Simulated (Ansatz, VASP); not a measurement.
**Be2C: VASP beside Ansatz**

Contents of INCAR:

```
PREC = Accurate ; ENCUT = 600
EDIFF = 1E-6 ; ISMEAR = 0
SIGMA = 0.02 ; LREAL = F
LASPH = T ; NELM = 80
ALGO = Fast ; ISIF = 3
LWAVE = F ; LCHARG = F
GGA = PE ; IBRION = 2
NSW = 100 ; EDIFFG = -0.01
```

KPOINTS

```
Automatic mesh
0
Gamma
  12 12 12
```

The input POSCAR:

```
Be2C
1.0
    0.0000000000      2.1622560000      2.1622560000
    2.1622560000      0.0000000000      2.1622560000
    2.1622560000      2.1622560000      0.0000000000
Be C
2 1
Direct
    0.7500000000      0.7500000000      0.7500000000
    0.2500000000      0.2500000000      0.2500000000
    0.0000000000      0.0000000000      0.0000000000
```

Input for Ansatz:

```yaml
crystal:
  lattice:
    - [0.0, 2.162256, 2.162256]
    - [2.162256, 0.0, 2.162256]
    - [2.162256, 2.162256, 0.0]
  atoms:
    - { symbol: Be, position: [0.75, 0.75, 0.75] }
    - { symbol: Be, position: [0.25, 0.25, 0.25] }
    - { symbol: C, position: [0.0, 0.0, 0.0] }
basis:
  ecutwfc: 420
kpoints:
  mp_grid: { grid: [12, 12, 12] }
hamiltonian:
  xc: pbe
scf:
  occupations: { method: gaussian, width: 0.02 }
output:
  forces: true
  stress: true
  eigenvalues: true
  write_density: true
  write_potential: true
  elf: true
  volumetric_format: npy
relax:
  adjacent_minimum: "off"
  f_tol: 0.01
  max_steps: 80
  cell: { stress_tol: 0.05 }
```

Alike in both runs: task relaxation of cell and atoms; functional PBE; k mesh 12 × 12 × 12; occupations gaussian, width 0.02 eV; no spin polarisation.

|  | VASP | Ansatz |
| --- | --- | --- |
| version | VASP 6.6.1 | Ansatz 0.2.0 |
| potentials or method | VASP PAW PBE potentials, release 64 (Be, C) | scalar-relativistic, plane waves, PAW |
| plane-wave cutoff (eV) | 600 | 420 |
| valence electrons in the cell | 8 | 8 |

Ansatz gave:

| Item | Value |
| --- | --- |
| gap on the k mesh at the Fermi level, each at its own relaxed structure (eV) | 1.17 |
| relaxed volume (Å³/atom) | 6.76 |
| relaxed cell length with the largest relative difference (Å) | 3.061 |

Question: Which values does VASP return?

Answer: gap on the k mesh at the Fermi level, each at its own relaxed structure (eV): 1.16; relaxed volume (Å³/atom): 6.77; relaxed cell length with the largest relative difference (Å): 3.063.

A k mesh can miss the band edges. PBE gaps usually lie below the measured ones, often by a third to a half.
